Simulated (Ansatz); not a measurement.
GaSb in the zincblende structure: a single-point calculation in Ansatz (r2SCAN). The cell was relaxed with r2SCAN and then strained (epitaxial -1.0 % in the plane normal to [111], free normal strain +0.47 %), with the atoms relaxed again with r2SCAN; k points keep the names of the unstrained zone.

Input (YAML):
```yaml
crystal:
  lattice:
    - [0.0300421967, 3.0652622066, 3.0652622066]
    - [3.0652622066, 0.0300421967, 3.0652622066]
    - [3.0652622066, 3.0652622066, 0.0300421967]
  atoms:
    - { symbol: Ga, position: [0.0006714577, 0.0006714577, 0.0006714577] }
    - { symbol: Sb, position: [0.2493285423, 0.2493285423, 0.2493285423] }
kpoints:
  mp_grid: { grid: [8, 8, 8] }
  band_path:
    path:
      - [0.0, 0.0, 0.0]
      - [-0.5, -0.5, 0.0]
      - [-0.375, -0.375, 0.25]
      - [-0.375, 0.0, 0.375]
      - [0.0, 0.0, 0.5]
      - [-0.5, -0.25, 0.25]
    npoints: 1
hamiltonian:
  xc: r2scan
scf:
  occupations: { method: fermi_dirac, width: 0.02 }
  n_extra_bands: 4
output:
  forces: true
  stress: true
  eigenvalues: true
```

Run as `ansatz run input.yaml --threads 2 --pin off --max-ram 29491MiB --backend cpu --events-out ev --progress --plain --runs-dir out`. Wall time 6.2 s on 2 threads of AMD EPYC 7R13 Processor (Zen 3), with other jobs on the host; peak host memory 0.67 GiB.

Task: Predict the output.

Result: Main lines of the log:
```
Functional definition: r2SCAN
Crystal: 2 atoms, lattice volume = 56.755 Å³
Basis set: ecut = 500 eV, 1447 PW (Γ)
Bands: 18, of which v1, the nominal top of the filled ones, is band 14 counted from 1 (13 counted from 0)
Symmetry: 6 space group operations
Space group: R3m (ITA 160)
k-points: 65 of 512 (time reversal used)
SCF iter   1: HF=-10289.847393 eV  Δρ=7.66e-3  dr2=1.44e-2
SCF iter   2: HF=-10289.856213 eV  Δρ=2.02e-3  dr2=1.91e-3
SCF iter   3: HF=-10289.855602 eV  Δρ=1.63e-3  dr2=4.90e-4
SCF iter   4: HF=-10289.855825 eV  Δρ=2.63e-4  dr2=1.40e-5
SCF iter   5: HF=-10289.855825 eV  Δρ=2.57e-5  dr2=5.05e-7
SCF iter   6: HF=-10289.855824 eV  Δρ=6.82e-6  dr2=1.57e-8
SCF 1 converged in 6 iterations: F = -10289.855824 eV  dr2 = 1.57e-8
SCF converged after 6 iterations
Free energy (F): -10289.855824 eV
Fermi energy:    7.925416 eV
--- Stress (GPa, compression-positive) ---
        0.859214      -0.444801      -0.444801
       -0.444801       0.859214      -0.444801
       -0.444801      -0.444801       0.859214
  P = ⅓ Tr σ = 0.8592 GPa (8.592 kbar)
```
Iteration counts and the last digits belong to this one run.

bands.tsv, columns around the gap (it counts bands from 0):
```tsv
# k_distance	band_9	band_10	band_11	band_12	band_13	band_14	band_15	band_16	band_17
# fermi_ev = 7.925416
# [0, 0, 0] at k_distance = 0.000000
# [-0.5, -0.5, 0] at k_distance = 1.030023
# [-0.375, -0.375, 0.25] at k_distance = 1.392407
# [-0.375, 0, 0.375] at k_distance = 2.024192
# [0, 0, 0.5] at k_distance = 2.655977
# [-0.5, -0.25, 0.25] at k_distance = 3.380744
# levels_relative_to = fermi_ev
0.000	-15.727	-12.279	-0.375	-0.250	-0.250	0.236	2.625	2.742	2.742
1.030	-15.723	-9.638	-7.359	-3.065	-2.959	0.818	1.199	9.046	9.088
1.392	-15.726	-9.725	-7.162	-4.093	-2.559	1.425	3.823	6.892	7.013
2.024	-15.726	-9.695	-7.165	-4.062	-2.656	1.289	4.051	6.747	7.100
2.656	-15.726	-10.514	-6.897	-1.568	-1.509	0.378	3.699	3.742	6.621
3.381	-15.727	-9.590	-7.214	-3.806	-3.573	3.750	4.336	4.561	4.853
```
In order the rows are Γ, X, U, K, L, W.

The r2SCAN gap is direct at Γ: 0.49 eV. Edges are sought over the mesh and the listed points. With the atoms held, the mean pressure is +0.86 GPa (compression positive).

Spin-unpolarised throughout; all numbers are computed.

Spin-orbit coupling is left out, which matters wherever the heavy atoms make up the band edges.
